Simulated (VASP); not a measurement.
A calculation with VASP 6.6.1 of Sn (ASE script, structure typed inline):

Contents of run.py:

```python
from ase import Atoms
from ase.calculators.vasp import Vasp
from ase.dft.bandgap import bandgap

atoms = Atoms(
    ['Sn', 'Sn'],
    cell=[[0.0, 3.2333428, 3.2333428], [3.2333428, 0.0, 3.2333428], [3.2333428, 3.2333428, 0.0]],
    scaled_positions=[[0.75, 0.75, 0.75], [0.5, 0.5, 0.5]],
    pbc=True,
)
calc = Vasp(
    directory='calc',
    xc='pbesol',
    pp='PBE',
    setups='minimal',
    prec='Accurate',
    encut=500,
    ediff=1e-07,
    ismear=0,
    sigma=0.1,
    lreal=False,
    lasph=True,
    nelm=100,
    algo='Fast',
    isif=2,
    lwave=False,
    lcharg=False,
    kpts=[7, 7, 7],
    gamma=True,
)
atoms.calc = calc

print('energy (eV):', atoms.get_potential_energy())
print('free energy (eV):', atoms.get_potential_energy(force_consistent=True))
print('forces (eV/A):')
print(atoms.get_forces())
print('stress (eV/A^3, Voigt):', atoms.get_stress())
print('Fermi level (eV):', calc.get_fermi_level())
gap, top, bottom = bandgap(calc)
print('band gap (eV):', gap, 'from (spin, k, band)', top, 'to', bottom)
```

Potentials or basis: VASP PAW PBE potentials, release 64 (Sn).

Command:

```bash
$ python run.py
```

This isn't the form of Sn at room conditions, which is tetragonal (white tin).

Write the same calculation in another form: native input, structure from a POSCAR.

As run:

File INCAR:

```
SYSTEM = Sn
ALGO = Normal
EDIFF = 1E-7
ENCUT = 500
GGA = PS
ISIF = 2
ISMEAR = 0
LASPH = .True.
LCHARG = .True.
LELF = .True.
LREAL = .False.
LVHAR = .True.
LWAVE = .False.
NBANDS = 11
NELM = 60
PREC = Accurate
SIGMA = 0.1
```

File KPOINTS:

```
k-points
0
Gamma
  7 7 7
  0 0 0
```

POSCAR

```
Sn
1.0
    0.0000000000      3.2333428000      3.2333428000
    3.2333428000      0.0000000000      3.2333428000
    3.2333428000      3.2333428000      0.0000000000
Sn
2
Direct
    0.7500000000      0.7500000000      0.7500000000
    0.5000000000      0.5000000000      0.5000000000
```

Potentials or basis: VASP PAW PBE potentials, release 64 (Sn).

Launch:

```console
$ cat potpaw_PBE.64/Sn/POTCAR > POTCAR
$ mpirun -np 1 vasp_std > vasp.out
```

Both were run:

|  | ASE script, structure typed inline | native input, structure from a POSCAR |
| --- | --- | --- |
| Pressure | 1.7 GPa | 1.7 GPa |
| Band gap on the k mesh | none (metal or under the smearing width) | none (metal or under the smearing width) |

Keys that steer only the numerical path or the files written may differ.

Caveat: the PAW data sets were made with another functional, which shifts forces and pressure a little.
